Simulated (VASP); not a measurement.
## KI: single point with PBEsol

The system is KI.

```
K I
1.0
     2.51266   -4.25523    0.00000
     2.51266    4.25523    0.00000
     0.00000    0.00000    8.67659
K I
2 2
Direct
  0.50000 0.50000 0.50000
  0.50000 0.50000 0.00000
  0.84023 0.15977 0.25000
  0.15977 0.84023 0.75000
```

The cell comes from a database or a generator and needn't be the stable form of this composition.

```
Program             : VASP 6.6.1
Task                : single point
Functional          : PBEsol
Potentials or basis : VASP PAW PBE potentials, release 64 (K_sv, I)
Cutoff              : 520 eV
k mesh              : 4 × 4 × 2
Occupations         : gaussian, width 0.1 eV
Spin                : no spin polarisation
```

- Pressure: -0.7 GPa
- Largest force: 0.030 eV/Å
- Band gap on the k mesh: 3.61 eV, direct

Forces on the atoms (eV/Å):
```
K    0.000  0.000  0.000
K    0.000  0.000  0.000
I    0.000  0.030  0.000
I    0.000 -0.030  0.000
```

Levels at points of the mesh, in eV from the valence-band top:
```
           k point  band 13  band 14  band 15  band 16  band 17  band 18  band 19  band 20
(0.00, 0.00, 0.00)    -0.25    -0.21    -0.06     0.00     3.61     5.32     5.60     6.53
(0.50, 0.00, 0.00)    -0.69    -0.56    -0.34    -0.34     5.01     5.58     5.58     6.72
(0.50, 0.50, 0.00)    -0.63    -0.62    -0.42    -0.40     4.94     5.61     5.75     6.71
(0.00, 0.00, 0.50)    -0.19    -0.19    -0.13    -0.13     4.68     4.68     6.20     6.20
(0.50, 0.00, 0.50)    -0.52    -0.52    -0.34    -0.34     5.43     5.43     5.57     5.57
(0.50, 0.50, 0.50)    -0.50    -0.50    -0.41    -0.41     5.38     5.38     5.58     5.58
```

It took 80 s on 1 thread of Intel(R) Xeon(R) Platinum 8488C (Sapphire Rapids) (shared host), peak memory 0.32 GiB.

Caveat: the PAW data sets were made with another functional, which shifts forces and pressure a little; spin-orbit coupling is left out, which moves the levels of the heavy elements.
